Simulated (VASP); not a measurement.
Set up this calculation in VASP 6.6.1, as the native input.

- Task: relaxation of cell and atoms
- Functional: PBEsol
- Potentials or basis: VASP PAW PBE potentials, release 64 (Ba_sv, Ti_sv, O)
- Cutoff: 600 eV
- k mesh: 8 × 8 × 8
- Occupations: gaussian, width 0.03 eV
- Spin: no spin polarisation
- Further INCAR settings: ALGO = Normal; EDIFF = 1e-07; IBRION = 2; EDIFFG = -0.005; NSW = 90; ISIF = 3

The structure of BaTiO3 lies in POSCAR:

```
BaTiO3                                  
1.0
    3.9664534134      0.0000000000      0.0000000000
    0.0000000000      3.9664534134     -0.0000000000
    0.0000000000     -0.0000000000      4.0662622655
  Ba              Ti              O             
     1     1     3
Direct
     0.0000000000000000    0.0000000000000000    0.9986466701000166
     0.5000000000000000    0.5000000000000000    0.4820003778330460
     0.5000000000000000    0.5000000000000000    0.0290292087558446
     0.5000000000000000    0.0000000000000000    0.5166618716555496
     0.0000000000000000    0.5000000000000000    0.5166618716555496
```

These files were run (other wordings do the same):

INCAR

```
SYSTEM = BaTiO3
PREC = Accurate
ENCUT = 600
EDIFF = 1E-7
ISMEAR = 0
SIGMA = 0.03
LREAL = .FALSE.
LASPH = .TRUE.
NELM = 80
ALGO = Normal
ISIF = 3
LWAVE = .FALSE.
LCHARG = .FALSE.
GGA = PS
IBRION = 2
NSW = 90
EDIFFG = -0.005
KPAR = 2
```

KPOINTS

```
regular mesh
0
G
  8 8 8
  0 0 0
```

Potentials or basis: VASP PAW PBE potentials, release 64 (Ba_sv, Ti_sv, O).

Command:

```sh
$ cat potpaw_PBE.64/Ba_sv/POTCAR potpaw_PBE.64/Ti_sv/POTCAR potpaw_PBE.64/O/POTCAR > POTCAR
$ mpirun -np 2 vasp_std > vasp.out
```

Results of the run:

The relaxed volume is 12.80 Å³/atom, the relaxed cell is a = 3.967 Å, b = 3.967 Å, c = 4.066 Å, α = 90.00°, β = 90.00°, γ = 90.00° and the space group after relaxing (to 0.05 Å) is P4mm (No. 99). The energy gained by relaxing is 0.0 meV/atom, the ionic steps are 2 and the pressure after relaxing is 0.0 GPa. The largest force after relaxing is 0.003 eV/Å and the band gap on the k mesh is 1.76 eV, indirect (least direct gap 2.19 eV).

Caveat: the PAW data sets were made with another functional, which shifts forces and pressure a little; spin-orbit coupling is left out, which moves the levels of the heavy elements.

Wall time 37 s on 2 MPI ranks on Intel(R) Xeon(R) 6975P-C (Granite Rapids), on a shared host, peak memory 0.28 GiB a rank.
